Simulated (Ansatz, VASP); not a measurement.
Be: VASP beside Ansatz

File INCAR:

```
SYSTEM = Be
ALGO = Normal ; EDIFF = 1E-6
ENCUT = 520 ; GGA = PE
ISIF = 2 ; ISMEAR = -1
LASPH = .TRUE. ; LCHARG = .FALSE.
LREAL = .FALSE. ; LWAVE = .FALSE.
NBANDS = 9 ; NELM = 100
PREC = Accurate ; SIGMA = 0.1
```

KPOINTS

```
k-points
0
G
  12 12 6
  0 0 0
```

The input POSCAR:

```
Be
1.0
    2.2647826536      0.0000000000      0.0000000000
   -1.1323913268      1.9613593121      0.0000000000
    0.0000000000      0.0000000000      3.5741024600
Be
2
Direct
    0.3333333333      0.6666666667      0.7500000000
    0.6666666667      0.3333333333      0.2500000000
```

Input for Ansatz:

```yaml
crystal:
  lattice:
    - [2.2647826536, 0.0, 0.0]
    - [-1.1323913268, 1.9613593121, 0.0]
    - [0.0, 0.0, 3.57410246]
  atoms:
    - { symbol: Be, position: [0.3333333333, 0.6666666667, 0.75] }
    - { symbol: Be, position: [0.6666666667, 0.3333333333, 0.25] }
basis:
  ecutwfc: 420
kpoints:
  mp_grid: { grid: [12, 12, 6] }
hamiltonian:
  xc: pbe
scf:
  occupations: { method: fermi_dirac }
  mixing: { algorithm: anderson, ndim: 2, q_tf: 1.9 }
  initial_density: { chi_scale: 0, normalization: atom }
  max_iter: 52
output:
  forces: true
  stress: true
  eigenvalues: true
```

Alike in both runs: task single point; functional PBE; k mesh 12 × 12 × 6; no spin polarisation.

|  | VASP | Ansatz |
| --- | --- | --- |
| version | VASP 6.6.1 | Ansatz 0.2.0 |
| potentials or method | VASP PAW PBE potentials, release 64 (Be) | scalar-relativistic, plane waves, PAW |
| plane-wave cutoff (eV) | 520 | 420 |
| occupations | fermi-dirac, width 0.1 eV | fermi-dirac |
| valence electrons in the cell | 4 | 4 |

```tsv
	VASP	Ansatz	Ansatz less VASP
gap on the k mesh at the Fermi level (eV)	none	none	-
pressure (GPa)	-0.4	-0.5	-0.15
largest component of the traceless stress (GPa)	0.59	0.62	+0.024
```

A gap of «none» marks a metal or a gap that the smearing closes.
